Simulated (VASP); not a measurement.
Nb: single point with PBE

The system is Nb, a slab with vacuum.

```
Nb
1.0
     3.32790    0.00000    0.00000
     0.00000    3.32790    0.00000
     0.00000    0.00000   24.98370
Nb
7
Direct
  0.50000 0.50000 0.30020
  0.00000 0.00000 0.36680
  0.50000 0.50000 0.43340
  0.00000 0.00000 0.50000
  0.50000 0.50000 0.56660
  0.00000 0.00000 0.63320
  0.50000 0.50000 0.69980
```

The slab is cut from a database's or a generator's crystal, which needn't be the stable form of the element.

- Program: VASP 6.6.1
- Task: single point
- Functional: PBE
- Potentials or basis: VASP PAW PBE potentials, release 64 (Nb_sv)
- Cutoff: 600 eV
- k mesh: 6 × 6 × 1
- Occupations: fermi-dirac, width 0.05 eV
- Spin: no spin polarisation
- Dipole correction: yes
- Further INCAR settings: ALGO = Normal; EDIFF = 1e-07

| Property | Result |
| --- | --- |
| Largest force | 1.324 eV/Å |
| Band gap on the k mesh | none (metal or under the smearing width) |

Forces in eV/Å, atoms in the order of the input:
```
Nb   0.000  0.000  1.324
Nb   0.000  0.000 -0.877
Nb   0.000  0.000 -0.411
Nb   0.000  0.000  0.000
Nb   0.000  0.000  0.411
Nb   0.000  0.000  0.877
Nb   0.000  0.000 -1.324
```

Levels at points of the mesh, in eV from the Fermi level:
```
           k point  band 43  band 44  band 45  band 46  band 47  band 48
(0.00, 0.00, 0.00)     0.15     0.15     0.19     0.19     0.34     0.34
(0.50, 0.00, 0.00)    -0.70    -0.07    -0.02     0.07     0.22     0.40
(0.50, 0.50, 0.00)    -1.11    -0.28    -0.28     0.85     0.85     2.07
```

Run time: 12 min on 1 thread of Intel(R) Xeon(R) Platinum 8259CL CPU @ 2.50GHz (Skylake/Cascade Lake), with other jobs on the host, peak memory 0.45 GiB.
